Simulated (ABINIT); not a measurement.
Bi in ABINIT: convergence with pawecutdg

Bi:

```xyz
1
Lattice="-2.0511 1.9323 1.9637 2.0091 -1.9541 1.9436 2.0700 1.9730 -1.9856" Properties=species:S:1:pos:R:3 pbc="T T T"
Bi   -0.0472   -0.0316   -0.0216
```

The cell isn't the ideal one: cell strained at random at fixed volume.

| Item | Value |
| --- | --- |
| Program | ABINIT 10.8.3 (patched build) |
| Task | single point |
| Functional | RPBE |
| Potentials or basis | JTH PAW PBE v2.0 |
| Cutoff | 599 eV |
| k mesh | 9 × 9 × 9 |
| Occupations | cold (ABINIT), width 0.1 eV |
| Spin | no spin polarisation |

These are the settings of the first run; the series varies pawecutdg, with any setting tied to it.

Hardware: 1 thread of Arm Neoverse V1, on a shared host.

| pawecutdg | energy less the tightest run (meV/atom) | SCF cycles | CPU time (s) | peak memory (GiB) |
| --- | --- | --- | --- | --- |
| 22 Ha | -0.05 | 10 | 120 | 0.26 |
| 26.4 | -0.01 | 10 | 120 | 0.26 |
| 33 | -0.01 | 11 | 130 | 0.26 |
| 39.6 | -0.01 | 11 | 140 | 0.27 |
| 48.4 | 0.00 | 11 | 140 | 0.27 |
| 59.4 | 0.00 | 11 | 140 | 0.28 |
| 72.6 | 0.00 | 11 | 130 | 0.29 |

Against the tightest run, the energy stays within 1 meV/atom from 22 Ha on. The tightest run that finished is the yardstick and may itself not be fully converged.
